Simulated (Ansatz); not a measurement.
Pb:

```
CELL_PARAMETERS angstrom
0.00000 3.43900 3.43900
3.43900 0.00000 3.43900
3.43900 3.43900 0.00000
ATOMIC_POSITIONS crystal
Pb 0.25000 0.25000 0.25000
Pb 0.00000 0.00000 0.00000
```

This isn't the form of Pb at room conditions, which is fcc.

Base run:

```yaml
Program: Ansatz 0.2.0
Functional: PBEsol
Potentials_or_basis: all-electron LAPW, scalar-relativistic
Cutoff: 231 eV
Density_cutoff: 925 eV
Basis_error_allowed: 0.001 eV/atom
k_mesh: 7 × 7 × 7
Occupations: fermi-dirac, width 0.05 eV
Spin: no spin polarisation
```

Its results: pressure 0.5 GPa.

Question: The run is repeated on the same cell with these changes: functional from PBEsol to BLYP. What comes out?

Answer: Pressure 4.6 GPa.

BLYP binds less tightly than PBEsol, so the same cell stands under more pressure.

Not every run made on this cell is shown here.
